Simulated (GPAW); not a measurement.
Pt:

```
CELL_PARAMETERS angstrom
0.00000 1.96090 1.96090
1.96090 0.00000 1.96090
1.96090 1.96090 0.00000
ATOMIC_POSITIONS crystal
Pt 0.00000 0.00000 0.00000
```

Program: GPAW 26.7.0. Alike in all runs: task single point; potentials or basis PAW data sets generated in the run's folder for this functional, pw; no spin polarisation; cell as given; k mesh 12 × 12 × 12; cutoff (eV) 600; smearing fermi-dirac 0.05 eV.

Task: Order these runs on this cell by their pressure, lowest first.
A. level PBEsol+U; U Pt d U = 1 eV
B. level PBEsol+U; U Pt d U = 5 eV
C. level PBEsol
D. level PBEsol+U; U Pt d U = 8 eV
E. level PBEsol+U; U Pt d U = 4 eV

Result: D (-13.3 GPa), B (-9.6 GPa), E (-8.0 GPa), A (-2.9 GPa), C (-0.9 GPa).

Caveats: U without spin polarisation on a metal has little footing (some runs); the U is typed as a test and isn't derived for this compound (some runs).
